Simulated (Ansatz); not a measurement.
Born–Oppenheimer molecular dynamics of a periodic cell of 12 atoms, CaF₂ (start crystal CaF2, start structure Fm-3m, volume 1.05 times the crystal's). It starts from a structure without forces on its atoms.

Theory: DFT PBE-D3(BJ), scalar-relativistic, plane waves, PAW in Ansatz 0.2.0. Settings: accuracy low, PAW set soft_1, cutoff 420 eV, k mesh 3x3x3, fermi-dirac smearing 0.3 eV, no spin polarisation.

```
ensemble        : NVT, Langevin thermostat
time step       : 1.5 fs
steps asked     : 230
set temperature : 3500 K
friction        : 0.01 /fs
seed            : 122293
```

Frames 3 fs apart, positions in Å, forces in eV/Å.

Velocities at 60 fs (Å/ps):

```
Ca -1.62 6.37 5.53
F -11.53 12.47 -6.38
F 1.14 -2.44 17.35
Ca 5.93 -1.54 -3.97
F -6.08 -1.33 -8.95
F -1.24 2.69 -10.09
Ca 0.43 1.42 -7.79
F -4.59 -6.68 -1.89
F -7.21 14.65 -19.92
Ca -1.14 -1.98 -9.04
F 11.57 -1.06 -7.36
F 5.95 -14.80 2.33
```

```xyz
12
Lattice="5.5525 0.0000 0.0000 0.0000 5.5525 0.0000 0.0000 0.0000 5.5525" Properties=species:S:1:pos:R:3:forces:R:3 time_fs=60 energy_less_start_eV=3.679 T=1671
Ca 0.289 0.302 -0.351 -0.30 -1.55 1.17
F 1.316 1.194 1.460 -0.42 0.76 -0.32
F 3.954 3.995 4.335 0.66 0.59 -1.01
Ca 3.022 2.781 0.384 -1.71 0.64 -1.46
F 4.411 4.196 1.358 -0.26 -0.97 0.96
F 1.492 1.714 4.002 -0.92 -0.77 0.66
Ca 2.956 -0.058 2.575 -1.67 -1.10 1.28
F 3.864 1.367 4.361 1.63 -0.49 -1.74
F 1.411 4.202 0.811 0.46 0.20 -1.69
Ca -0.271 2.626 2.891 0.72 0.62 -0.36
F 1.276 4.054 3.068 0.00 1.09 1.70
F 3.911 1.012 1.106 1.81 0.98 0.82
12
Lattice="5.5525 0.0000 0.0000 0.0000 5.5525 0.0000 0.0000 0.0000 5.5525" Properties=species:S:1:pos:R:3:forces:R:3 time_fs=63 energy_less_start_eV=3.779 T=1787
Ca 0.290 0.317 -0.330 -0.36 -1.47 0.83
F 1.282 1.218 1.436 -0.22 0.84 -0.16
F 3.952 3.989 4.389 0.81 0.64 -1.46
Ca 3.038 2.784 0.373 -1.94 0.28 -1.27
F 4.392 4.196 1.325 -0.06 -1.10 1.29
F 1.487 1.726 3.974 -0.95 -0.84 0.70
Ca 2.956 -0.053 2.557 -1.97 -1.26 1.70
F 3.857 1.349 4.358 1.61 -0.40 -1.66
F 1.398 4.252 0.747 0.61 -0.05 -1.40
Ca -0.276 2.626 2.868 0.88 0.71 -0.17
F 1.315 4.049 3.050 -0.17 0.90 1.35
F 3.930 0.965 1.125 1.76 1.77 0.26
12
Lattice="5.5525 0.0000 0.0000 0.0000 5.5525 0.0000 0.0000 0.0000 5.5525" Properties=species:S:1:pos:R:3:forces:R:3 time_fs=66 energy_less_start_eV=3.914 T=1719
Ca 0.292 0.321 -0.309 -0.54 -1.17 0.36
F 1.252 1.237 1.413 -0.01 0.99 0.04
F 3.949 3.976 4.437 0.99 0.78 -1.95
Ca 3.049 2.794 0.360 -2.18 -0.23 -1.02
F 4.380 4.194 1.297 0.11 -1.21 1.60
F 1.484 1.749 3.948 -0.95 -0.94 0.76
Ca 2.957 -0.051 2.554 -2.18 -1.29 2.01
F 3.858 1.333 4.350 1.53 -0.33 -1.50
F 1.390 4.321 0.687 0.86 -0.49 -1.02
Ca -0.277 2.633 2.844 1.01 0.66 -0.01
F 1.355 4.054 3.041 -0.35 0.72 1.03
F 3.959 0.923 1.157 1.72 2.50 -0.31
12
Lattice="5.5525 0.0000 0.0000 0.0000 5.5525 0.0000 0.0000 0.0000 5.5525" Properties=species:S:1:pos:R:3:forces:R:3 time_fs=69 energy_less_start_eV=4.039 T=1699
Ca 0.295 0.320 -0.288 -0.92 -0.66 -0.25
F 1.226 1.266 1.386 0.24 1.12 0.27
F 3.954 3.963 4.476 1.15 0.94 -2.37
Ca 3.056 2.792 0.346 -2.38 -0.58 -0.80
F 4.362 4.191 1.284 0.26 -1.29 1.83
F 1.479 1.780 3.922 -0.91 -1.07 0.82
Ca 2.954 -0.049 2.562 -2.10 -1.07 1.98
F 3.864 1.323 4.351 1.41 -0.31 -1.47
F 1.390 4.389 0.617 1.20 -1.10 -0.46
Ca -0.274 2.643 2.818 1.08 0.60 0.15
F 1.399 4.067 3.042 -0.56 0.58 0.69
F 4.003 0.896 1.177 1.52 2.82 -0.40
12
Lattice="5.5525 0.0000 0.0000 0.0000 5.5525 0.0000 0.0000 0.0000 5.5525" Properties=species:S:1:pos:R:3:forces:R:3 time_fs=72 energy_less_start_eV=4.137 T=1748
Ca 0.296 0.319 -0.264 -1.41 -0.09 -0.89
F 1.197 1.306 1.360 0.54 1.18 0.49
F 3.961 3.955 4.498 1.32 1.10 -2.70
Ca 3.063 2.792 0.326 -2.52 -0.90 -0.60
F 4.341 4.195 1.273 0.40 -1.33 1.97
F 1.474 1.805 3.898 -0.86 -1.21 0.87
Ca 2.951 -0.050 2.572 -1.75 -0.61 1.67
F 3.870 1.312 4.357 1.29 -0.28 -1.49
F 1.403 4.436 0.549 1.56 -1.66 0.09
Ca -0.270 2.661 2.791 1.11 0.46 0.29
F 1.454 4.068 3.044 -0.78 0.46 0.40
F 4.064 0.889 1.190 1.09 2.87 -0.11
12
Lattice="5.5525 0.0000 0.0000 0.0000 5.5525 0.0000 0.0000 0.0000 5.5525" Properties=species:S:1:pos:R:3:forces:R:3 time_fs=75 energy_less_start_eV=4.200 T=1770
Ca 0.300 0.322 -0.240 -2.00 0.57 -1.41
F 1.167 1.354 1.356 0.81 1.14 0.55
F 3.970 3.949 4.498 1.42 1.16 -2.84
Ca 3.065 2.789 0.305 -2.56 -1.08 -0.52
F 4.315 4.192 1.262 0.52 -1.25 2.07
F 1.464 1.819 3.886 -0.78 -1.27 0.91
Ca 2.937 -0.050 2.588 -1.15 -0.04 1.26
F 3.879 1.302 4.368 1.15 -0.27 -1.54
F 1.420 4.475 0.473 2.01 -2.26 0.63
Ca -0.269 2.673 2.764 1.11 0.37 0.42
F 1.512 4.072 3.055 -1.09 0.21 0.16
F 4.125 0.892 1.201 0.57 2.72 0.32
12
Lattice="5.5525 0.0000 0.0000 0.0000 5.5525 0.0000 0.0000 0.0000 5.5525" Properties=species:S:1:pos:R:3:forces:R:3 time_fs=78 energy_less_start_eV=4.250 T=2027
Ca 0.300 0.323 -0.212 -2.49 1.08 -1.80
F 1.137 1.395 1.360 1.10 1.11 0.55
F 3.987 3.936 4.497 1.50 1.20 -2.87
Ca 3.062 2.784 0.288 -2.54 -1.17 -0.50
F 4.284 4.192 1.262 0.62 -1.10 2.07
F 1.453 1.824 3.874 -0.67 -1.29 0.95
Ca 2.923 -0.044 2.610 -0.46 0.59 0.87
F 3.908 1.292 4.385 0.92 -0.25 -1.62
F 1.457 4.506 0.397 2.38 -2.72 0.98
Ca -0.268 2.690 2.737 1.10 0.27 0.60
F 1.575 4.078 3.059 -1.49 -0.21 0.02
F 4.184 0.911 1.211 0.02 2.48 0.77
12
Lattice="5.5525 0.0000 0.0000 0.0000 5.5525 0.0000 0.0000 0.0000 5.5525" Properties=species:S:1:pos:R:3:forces:R:3 time_fs=81 energy_less_start_eV=4.224 T=2228
Ca 0.296 0.328 -0.177 -2.77 1.23 -2.08
F 1.116 1.437 1.355 1.43 1.11 0.57
F 4.015 3.919 4.497 1.56 1.19 -2.78
Ca 3.053 2.775 0.268 -2.42 -1.17 -0.52
F 4.242 4.184 1.280 0.69 -0.89 1.96
F 1.431 1.822 3.861 -0.48 -1.26 1.00
Ca 2.910 -0.034 2.632 0.26 1.28 0.52
F 3.949 1.276 4.385 0.65 -0.18 -1.59
F 1.499 4.528 0.330 2.55 -2.88 1.07
Ca -0.270 2.701 2.716 1.02 0.22 0.74
F 1.638 4.091 3.051 -1.96 -0.84 0.02
F 4.244 0.941 1.226 -0.53 2.21 1.07
12
Lattice="5.5525 0.0000 0.0000 0.0000 5.5525 0.0000 0.0000 0.0000 5.5525" Properties=species:S:1:pos:R:3:forces:R:3 time_fs=84 energy_less_start_eV=4.006 T=2110
Ca 0.287 0.335 -0.148 -2.51 0.88 -2.07
F 1.108 1.479 1.356 1.74 1.04 0.41
F 4.052 3.896 4.473 1.45 1.04 -2.38
Ca 3.040 2.756 0.247 -2.09 -0.88 -0.60
F 4.208 4.176 1.302 0.65 -0.72 1.67
F 1.396 1.808 3.843 -0.20 -1.25 1.15
Ca 2.903 -0.023 2.656 0.87 1.85 0.20
F 3.993 1.254 4.375 0.34 -0.10 -1.47
F 1.539 4.533 0.289 2.33 -2.57 0.94
Ca -0.267 2.712 2.706 0.88 0.24 0.78
F 1.695 4.096 3.042 -2.37 -1.45 0.10
F 4.303 0.981 1.241 -1.08 1.91 1.29
12
Lattice="5.5525 0.0000 0.0000 0.0000 5.5525 0.0000 0.0000 0.0000 5.5525" Properties=species:S:1:pos:R:3:forces:R:3 time_fs=87 energy_less_start_eV=3.614 T=2691
Ca 0.269 0.345 -0.128 -1.74 0.00 -1.83
F 1.106 1.520 1.345 2.02 0.93 0.24
F 4.097 3.865 4.422 1.24 0.94 -1.84
Ca 3.029 2.735 0.217 -1.68 -0.48 -0.60
F 4.189 4.164 1.320 0.57 -0.53 1.29
F 1.342 1.784 3.826 0.20 -1.29 1.31
Ca 2.895 -0.012 2.683 1.34 2.22 -0.12
F 4.037 1.238 4.350 0.05 -0.08 -1.30
F 1.594 4.517 0.257 1.59 -1.69 0.65
Ca -0.255 2.723 2.707 0.64 0.36 0.63
F 1.736 4.095 3.031 -2.64 -1.94 0.18
F 4.351 1.033 1.255 -1.59 1.57 1.39
12
Lattice="5.5525 0.0000 0.0000 0.0000 5.5525 0.0000 0.0000 0.0000 5.5525" Properties=species:S:1:pos:R:3:forces:R:3 time_fs=90 energy_less_start_eV=3.226 T=2921
Ca 0.245 0.351 -0.115 -0.86 -1.00 -1.60
F 1.106 1.561 1.314 2.28 0.82 0.14
F 4.129 3.849 4.362 1.01 0.89 -1.28
Ca 3.010 2.721 0.184 -1.19 -0.24 -0.57
F 4.175 4.152 1.341 0.53 -0.35 0.93
F 1.288 1.756 3.811 0.61 -1.39 1.45
Ca 2.890 0.002 2.703 1.47 2.14 -0.28
F 4.073 1.232 4.313 -0.17 -0.07 -1.05
F 1.674 4.478 0.211 0.54 -0.52 0.41
Ca -0.243 2.734 2.717 0.43 0.51 0.35
F 1.753 4.087 3.019 -2.62 -2.02 0.14
F 4.396 1.090 1.272 -2.04 1.23 1.36
12
Lattice="5.5525 0.0000 0.0000 0.0000 5.5525 0.0000 0.0000 0.0000 5.5525" Properties=species:S:1:pos:R:3:forces:R:3 time_fs=93 energy_less_start_eV=2.986 T=3114
Ca 0.221 0.363 -0.112 -0.15 -1.82 -1.42
F 1.111 1.602 1.272 2.47 0.71 0.13
F 4.154 3.836 4.298 0.77 0.87 -0.73
Ca 2.985 2.701 0.148 -0.57 -0.15 -0.49
F 4.166 4.144 1.365 0.49 -0.24 0.58
F 1.244 1.727 3.805 0.99 -1.55 1.52
Ca 2.888 0.018 2.722 1.19 1.49 -0.34
F 4.105 1.221 4.270 -0.35 -0.03 -0.80
F 1.771 4.432 0.160 -0.49 0.63 0.29
Ca -0.232 2.743 2.728 0.29 0.68 -0.01
F 1.751 4.059 3.011 -2.21 -1.52 -0.03
F 4.436 1.139 1.285 -2.42 0.94 1.30
```

Of the whole run (345 fs, mean temperature of the second half 3659 K): A run of 0.34 ps of so small a system gives no equilibrium averages. Limits of this set-up: low accuracy level.

Run time: 19 min on 2 threads of Intel(R) Xeon(R) Platinum 8259CL CPU @ 2.50GHz (Skylake/Cascade Lake) (shared host), peak memory 0.65 GiB.
